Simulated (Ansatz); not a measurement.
The system is GaSb.

```
CELL_PARAMETERS angstrom
-2.75343 2.75343 1.59071
2.75343 -2.75343 1.59071
2.75343 2.75343 -1.59071
ATOMIC_POSITIONS crystal
Sb 0.00000 0.00000 0.00000
Ga 0.75000 0.25000 0.50000
```

Measurements of this composition are mostly on another form, of space group No. 216.

```yaml
Program: Ansatz 0.2.0
Task: relaxation of cell and atoms
Functional: PBE0
Potentials_or_basis: Ansatz PAW
Cutoff: "420 eV (not typed: the program's choice for these potentials)"
k_mesh: 5 × 5 × 5
Occupations: fermi-dirac, width 0.05 eV
Spin: no spin polarisation
```

At the start: volume 24.12 Å³/atom.

Problem. How do energy, volume and symmetry change on relaxing?

Solution. It ends after 10 steps and the volume is 23.46 Å³/atom (-2.7 %); space group I-4m2 (No. 119, to 0.05 Å).

The path:
```csv
step,energy change (eV),largest force (eV/Å),volume (Å³)
1,0.0000,0.0000,48.24
2,-0.0089,0.0000,45.94
3,-0.0109,0.0000,46.75
4,-0.0110,0.0000,46.72
5,-0.0111,0.0000,46.72
6,-0.0145,0.0000,46.76
7,-0.0466,0.0000,47.12
8,-0.0474,0.0000,46.98
9,-0.0474,0.0000,46.91
10,-0.0468,0.0000,46.91
```

Final structure:
```yaml
crystal:
  lattice:
    - [-2.65167, 2.65167, 1.66802]
    - [2.65167, -2.65167, 1.66802]
    - [2.65167, 2.65167, -1.66802]
  atoms:
    - { symbol: Sb, position: [0.00000, 0.00000, 0.00000] }
    - { symbol: Ga, position: [0.75000, 0.25000, 0.50000] }
```

Caveat: the k mesh is coarse (spacing up to 0.46 Å⁻¹), so the values aren't converged, least of all with exact exchange; the plane-wave basis is chosen anew once the cell has moved, so the energies of steps on either side of that aren't comparable; the PAW data sets come from PBE, with cores solved anew for the run's functional, which leaves a small shift of forces and pressure.
